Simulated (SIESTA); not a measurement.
Crystal: SnSe.

```xyz
8
Lattice="11.4200 0.0000 0.0000 0.0000 4.1900 0.0000 0.0000 0.0000 4.4600" Properties=species:S:1:pos:R:3 pbc="T T T"
Sn   10.0153    3.1425    4.0541
Sn    7.1147    1.0475    1.8241
Sn    4.3053    3.1425    2.6359
Sn    1.4047    1.0475    0.4059
Se    7.3431    3.1425    4.3886
Se    9.7869    1.0475    2.1586
Se    1.6331    3.1425    2.3014
Se    4.0769    1.0475    0.0714
```

Base run:

```yaml
Program: SIESTA 5.4.2
Functional: PBE
Potentials_or_basis: PseudoDojo 0.4 standard (PBE files)
Basis: DZP (energy shift 0.003 Ry; two zetas on semicore shells)
Grid_cutoff: 500 Ry
Energy_shift: 0.003 Ry
k_mesh: 3 × 6 × 6
Occupations: fermi-dirac, width 0.05 eV
Spin: no spin polarisation
```

Its results: band gap on the k mesh 0.55 eV, indirect (least direct gap 0.70 eV); pressure 4.0 GPa; largest force 0.727 eV/Å.

Problem. The run is repeated on the same cell with these changes: functional from PBE to BLYP. What comes out?

Solution. Band gap on the k mesh 0.68 eV, indirect (least direct gap 0.84 eV); pressure 7.9 GPa; largest force 0.761 eV/Å.

BLYP binds less tightly than PBE, so the same cell stands under more pressure.

Caveats: spin-orbit coupling is left out, which moves the levels of the heavy elements; the basis of atomic orbitals isn't converged, which shifts pressures, moduli and gaps; an odd mesh through Γ misses points on the zone boundary, where band edges often lie (some runs); the potentials were made for another functional, which shifts forces and pressure (some runs).

Not every run made on this cell is shown here.
